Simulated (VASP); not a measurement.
SnO (Romarchite): relaxation of cell and atoms with r2SCAN

Crystal: SnO (Romarchite).

```
Sn O
1.0
     3.79860    0.00000    0.00000
     0.00000    3.79860    0.00000
     0.00000    0.00000    4.84080
Sn O
2 2
Cartesian
  1.8993 0.0000 1.1468
  0.0000 1.8993 3.6940
  0.0000 0.0000 0.0000
  1.8993 1.8993 0.0000
```

| Property | Result |
| --- | --- |
| Program | VASP 6.6.1 |
| Task | relaxation of cell and atoms |
| Functional | r2SCAN |
| Potentials or basis | VASP PAW PBE potentials, release 64 (Sn_d, O) |
| Cutoff | 600 eV |
| k mesh | 8 × 8 × 6 |
| Occupations | gaussian, width 0.03 eV |
| Spin | no spin polarisation |
| Further INCAR settings | ALGO = Normal; EDIFF = 1e-06; IBRION = 2; EDIFFG = -0.01; NSW = 90; ISIF = 3 |

```json
{
 "Relaxed volume": "17.81 Å³/atom",
 "Relaxed cell": "a = 3.813 Å, b = 3.813 Å, c = 4.900 Å, α = 90.00°, β = 90.00°, γ = 90.00°",
 "Space group after relaxing (to 0.05 Å)": "P4/nmm (No. 129)",
 "Energy gained by relaxing": "0.9 meV/atom",
 "Ionic steps": "12",
 "Pressure after relaxing": "0.0 GPa",
 "Band gap on the k mesh": "0.30 eV, indirect (least direct gap 2.37 eV)"
}
```

Step by step:
| step | energy change (eV) | largest force (eV/Å) | pressure (GPa) | volume (Å³) |
| --- | --- | --- | --- | --- |
| 1 | 0.0000 | 0.1394 | 1.18 | 69.85 |
| 2 | 0.0004 | 0.2551 | -1.07 | 71.16 |
| 3 | -0.0028 | 0.0548 | 0.09 | 70.48 |
| 4 | -0.0031 | 0.0321 | 0.04 | 70.60 |
| 5 | -0.0032 | 0.0173 | 0.02 | 70.70 |
| 6 | -0.0032 | 0.0120 | -0.01 | 70.89 |
| 7 | -0.0032 | 0.0060 | 0.01 | 70.79 |
| 8 | -0.0034 | 0.0007 | 0.04 | 70.86 |
| 9 | -0.0036 | 0.0147 | 0.09 | 71.09 |
| 10 | -0.0036 | 0.0179 | 0.11 | 71.14 |
| 11 | -0.0034 | 0.0599 | -0.29 | 71.48 |
| 12 | -0.0037 | 0.0013 | 0.01 | 71.23 |

Final structure:
```
Sn O
1.0
     3.81259    0.00000    0.00000
     0.00000    3.81259    0.00000
     0.00000    0.00000    4.90003
Sn O
2 2
Direct
  0.50000 0.00000 0.23501
  0.00000 0.50000 0.76499
  0.00000 0.00000 0.00000
  0.50000 0.50000 0.00000
```

Levels at points of the mesh, in eV from the valence-band top:
```
           k point  band 18  band 19  band 20  band 21  band 22  band 23
(0.00, 0.00, 0.00)    -3.53    -3.53     0.00     2.37     4.49     4.94
(0.50, 0.00, 0.00)    -5.21    -2.90    -2.90     3.41     3.41     6.22
(0.50, 0.50, 0.00)    -2.86    -2.09    -2.09     0.30     0.30     4.75
(0.00, 0.00, 0.50)    -3.55    -3.18    -2.50     1.99     3.22     3.22
(0.50, 0.00, 0.50)    -5.18    -1.97    -1.97     2.74     2.74     5.74
(0.50, 0.50, 0.50)    -2.86    -2.82    -2.82     2.53     2.53     4.28
```

Run time: 18 min on 2 MPI ranks on AMD EPYC 9R14 (Zen 4) (shared host), peak memory 0.25 GiB a rank.

Caveat: the PAW data sets were made with another functional, which shifts forces and pressure a little; spin-orbit coupling is left out, which moves the levels of the heavy elements. r2SCAN opens gaps a little over a GGA but as a rule still falls short of measured ones.
